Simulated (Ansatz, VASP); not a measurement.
This is a calculation of ZrC for VASP 6.6.1. Atoms were shifted at random by some hundredths of an Å from the given cell, which wasn't relaxed again for these runs. 

Contents of INCAR:

```
SYSTEM = ZrC
ALGO = Normal
EDIFF = 1E-7
ENCUT = 520
GGA = PE
ISIF = 2
ISMEAR = -1
LASPH = .TRUE.
LCHARG = .FALSE.
LREAL = .FALSE.
LWAVE = .FALSE.
NBANDS = 15
NELM = 80
PREC = Accurate
SIGMA = 0.05
```

Contents of KPOINTS:

```
k-points
0
G
  10 10 10
  0 0 0
```

Contents of POSCAR:

```
ZrC
1.0
    0.0000000000      2.3650000000      2.3650000000
    2.3650000000      0.0000000000      2.3650000000
    2.3650000000      2.3650000000      0.0000000000
Zr C
1 1
Direct
    0.4901410000      0.4959120000      0.5064160000
   -0.0109390000     -0.0047220000      0.0215780000
```

Potentials or basis: VASP PAW PBE potentials, release 64 (Zr_sv, C).

Command:

```console
$ cat potpaw_PBE.64/Zr_sv/POTCAR potpaw_PBE.64/C/POTCAR > POTCAR
$ mpirun -np 1 vasp_std > vasp.out
```

Task: What does the same run look like in Ansatz 0.2.0? Potentials or basis there: Ansatz PAW, cutoff 420 eV.

Result: As run (cutoffs and basis follow the program's own potentials, and thresholds, step limits or extra output files can differ):

Contents of input.yaml:

```yaml
crystal:
  lattice:
    - [0.0, 2.365, 2.365]
    - [2.365, 0.0, 2.365]
    - [2.365, 2.365, 0.0]
  atoms:
    - { symbol: Zr, position: [0.490141, 0.495912, 0.506416] }
    - { symbol: C, position: [-0.010939, -0.004722, 0.021578] }
hamiltonian:
  xc: pbe
  pseudopotentials: { kind: paw }
kpoints:
  mp_grid: { grid: [10, 10, 10] }
scf:
  occupations: { method: fermi_dirac, width: 0.05 }
output:
  forces: true
  stress: true
  eigenvalues: true
```

Potentials or basis: Ansatz PAW.

Launch:

```console
$ ansatz run input.yaml --threads 1 --pin off --max-ram 3584MiB --backend cpu --events-out ev --progress --plain --runs-dir out
```

Both were run:

|  | VASP | Ansatz |
| --- | --- | --- |
| Pressure | -2.5 GPa | -2.7 GPa |
| Largest force | 0.309 eV/Å | 0.308 eV/Å |

Ansatz's pressure holds a Pulay term of +0.20 GPa for its cutoff of 420 eV, which the other run lacks.

Where Ansatz's input types no cutoff or centring, it takes its own default and a Γ-centred mesh.

Pressure is positive in compression.
